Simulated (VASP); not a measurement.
Write the native input for VASP 6.6.1 that does the following.

| Quantity | Value |
| --- | --- |
| Task | relaxation of the atoms |
| Functional | r2SCAN |
| Potentials or basis | VASP PAW PBE potentials, release 64 (W_sv) |
| Cutoff | 600 eV |
| k mesh | 16 × 16 × 16 |
| Occupations | methfessel-paxton, width 0.1 eV |
| Spin | no spin polarisation |
| Further INCAR settings | ALGO = Normal; EDIFF = 1e-07; IBRION = 2; EDIFFG = -0.01; NSW = 40 |

The structure of W lies in POSCAR:

```
W                                       
1.0
   -1.5650385376      1.5650385376      1.5650385376
    1.5650385376     -1.5650385376      1.5650385376
    1.5650385376      1.5650385376     -1.5650385376
  W             
     1
Direct
     0.0000000000000000    0.0000000000000000    0.0000000000000000
```

The cell isn't the ideal one: a relaxed cell with its volume scaled by 0.96.

One way to write it, as run:

INCAR

```
  PREC = Accurate
  ENCUT = 600
  EDIFF = 1E-7
  ISMEAR = 1
  SIGMA = 0.1
  LREAL = False
  LASPH = True
  NELM = 80
  ALGO = Normal
  ISIF = 2
  LWAVE = False
  LCHARG = False
  METAGGA = R2SCAN
  LMIXTAU = True
  IBRION = 2
  NSW = 40
  EDIFFG = -0.01
```

KPOINTS

```
regular mesh
0
Gamma
  16 16 16
```

Potentials or basis: VASP PAW PBE potentials, release 64 (W_sv).

Launch:

```sh
$ cat potpaw_PBE.64/W_sv/POTCAR > POTCAR
$ mpirun -np 1 vasp_std > vasp.out
```

It gave:

```yaml
Pressure_after_relaxing: 13.7 GPa
Band_gap_on_the_k_mesh: none (metal or under the smearing width)
```

Caveat: the relaxation stopped at its first step, so nothing moved; the PAW data sets were made with another functional, which shifts forces and pressure a little.

Run time: 47 s on 1 thread of Intel(R) Xeon(R) 6975P-C (Granite Rapids), with other jobs on the host, peak memory 0.17 GiB.
